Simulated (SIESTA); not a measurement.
NaI:

```
I Na
1.0
     0.00000    3.23640    3.23640
     3.23640    0.00000    3.23640
     3.23640    3.23640    0.00000
I Na
1 1
Direct
  0.50000 0.50000 0.50000
  0.00000 0.00000 0.00000
```

```yaml
Program: SIESTA 5.4.2
Task: single point
Functional: PBE
Potentials_or_basis: PseudoDojo 0.4 standard (PBE files)
Basis: DZP (energy shift 0.002 Ry; radii capped at 9.5 bohr)
Grid_cutoff: 800 Ry
Energy_shift: 0.002 Ry
k_mesh: 7 × 7 × 7
Occupations: fermi-dirac, width 0.05 eV
Spin: no spin polarisation
```

On this cell: pressure 0.6 GPa; largest force zero by symmetry; band gap on the k mesh 3.76 eV, direct.

The same run follows on a disturbed copy (atoms moved at random, drawn with an rms of 0.05 Å):

```
I Na
1.0
     0.00000    3.23640    3.23640
     3.23640    0.00000    3.23640
     3.23640    3.23640    0.00000
I Na
1 1
Direct
  0.50023 0.50018 0.49698
  0.01179 0.00480 0.99300
```

What changes?

The energy moves by +1.2 meV/atom; pressure 0.6 GPa; largest force 0.062 eV/Å; band gap on the k mesh 3.76 eV, direct.

Forces in eV/Å, atoms in the order of the input:
```
I    0.003  0.028  0.056
Na  -0.003 -0.021 -0.056
```

Caveats: semicore shells carry a single zeta, which can move pressures by several GPa and volumes by a few percent; spin-orbit coupling is left out, which moves the levels of the heavy elements; the basis of atomic orbitals isn't converged, which shifts pressures, moduli and gaps.

